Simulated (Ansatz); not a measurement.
Input and command of a plane-wave DFT calculation in Ansatz:

```yaml
crystal:
  lattice:
    - [0.0, 2.8906331776, 2.9800342037]
    - [2.8906331776, 0.0, 2.9800342037]
    - [2.8906331776, 2.8906331776, 0.0]
  atoms:
    - { symbol: In, position: [0.0, 0.0, 0.0] }
    - { symbol: P, position: [0.75, 0.75, 0.75] }
basis:
  ecutwfc: 420
kpoints:
  mp_grid: { grid: [10, 10, 10] }
hamiltonian:
  xc: pbe
scf:
  occupations: { method: gaussian, width: 0.05 }
output:
  forces: true
  stress: true
  eigenvalues: true
```

```bash
ansatz run input.yaml --threads 2 --pin off --max-ram 5120MiB --backend cpu --events-out ev --progress --plain --runs-dir out
```

Processor: Intel(R) Xeon(R) Processor @ 2.70GHz, 2 threads, on a host shared with other jobs.

**Question.** How long does it run, and how much memory does it take?

**Answer.** About 3.8 s on 2 threads of Intel(R) Xeon(R) Processor @ 2.70GHz, on a shared host, peak memory 0.41 GiB. It solves 13 bands at 102 k points (the mesh reduced by symmetry) with about 949 plane waves, in 6 SCF iterations.
